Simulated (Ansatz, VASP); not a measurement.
# One calculation of AlNi3, two programs

The input INCAR:

```
PREC = Accurate
ENCUT = 520
EDIFF = 1E-7
ISMEAR = -1
SIGMA = 0.05
LREAL = False
LASPH = True
NELM = 150
ALGO = Normal
ISIF = 2
LWAVE = False
LCHARG = False
ISPIN = 2
MAGMOM = 1 1 1 0
LORBIT = 11
LMAXMIX = 4
GGA = PE
NBANDS = 28
```

File KPOINTS:

```
regular mesh
0
Gamma
  8 8 8
```

Contents of POSCAR:

```
AlNi3
1.0
    0.0000000000      2.8018887551      2.8018887551
    2.8018887551      0.0000000000      2.8018887551
    2.8018887551      2.8018887551      0.0000000000
Ni Al
3 1
Direct
    0.7491930000      0.7489530000      0.7541000000
    0.0041780000     -0.0114360000      0.0019060000
    0.2387360000      0.2647370000      0.2563390000
    0.5042910000      0.4831760000      0.5065360000
```

Contents of input.yaml:

```yaml
crystal:
  lattice:
    - [0.0, 2.8018887551, 2.8018887551]
    - [2.8018887551, 0.0, 2.8018887551]
    - [2.8018887551, 2.8018887551, 0.0]
  atoms:
    - { symbol: Ni, position: [0.749193, 0.748953, 0.7541], spin: 1.0 }
    - { symbol: Ni, position: [0.004178, -0.011436, 0.001906], spin: 1.0 }
    - { symbol: Ni, position: [0.238736, 0.264737, 0.256339], spin: 1.0 }
    - { symbol: Al, position: [0.504291, 0.483176, 0.506536] }
hamiltonian:
  xc: pbe
  pseudopotentials: { kind: paw }
magnetization:
  spin_polarized: true
kpoints:
  mp_grid: { grid: [8, 8, 8] }
scf:
  occupations: { method: fermi_dirac, width: 0.05 }
output:
  forces: true
  stress: true
  eigenvalues: true
  write_density: true
  write_potential: true
  elf: true
  volumetric_format: npy
```

Change from the starting cell: atoms moved at random, drawn with an rms of 0.05 Å.

Alike in both runs: task single point; functional PBE; k mesh 8 × 8 × 8; occupations fermi-dirac, width 0.05 eV; collinear spin, ferromagnetic start.

|  | VASP | Ansatz |
| --- | --- | --- |
| version | VASP 6.6.1 | Ansatz 0.2.0 |
| potentials or method | VASP PAW PBE potentials, release 64 (Ni, Al) | Ansatz PAW |
| plane-wave cutoff (eV) | 520 | 420 |
| valence electrons in the cell | 33 | 57 |

Ansatz gave:

```
gap on the k mesh at the Fermi level (eV)       : none
pressure (GPa)                                  : 7.7
largest component of the traceless stress (GPa) : 0.49
rms of the force components (eV/Å)              : 0.351
net moment per atom (μB)                        : 0.00
```

Task: What did VASP give for the same quantities?

Result: gap on the k mesh at the Fermi level (eV): none; pressure (GPa): 7.6; largest component of the traceless stress (GPa): 0.48; rms of the force components (eV/Å): 0.351; net moment per atom (μB): 0.00.

Atom by atom the forces differ by 0.001 eV/Å (rms over components). A gap of «none» marks a metal or a gap that the smearing closes. The two sets of potentials don't hold the same shells in valence.

Caveats: the starting moments weren't kept (Ansatz).
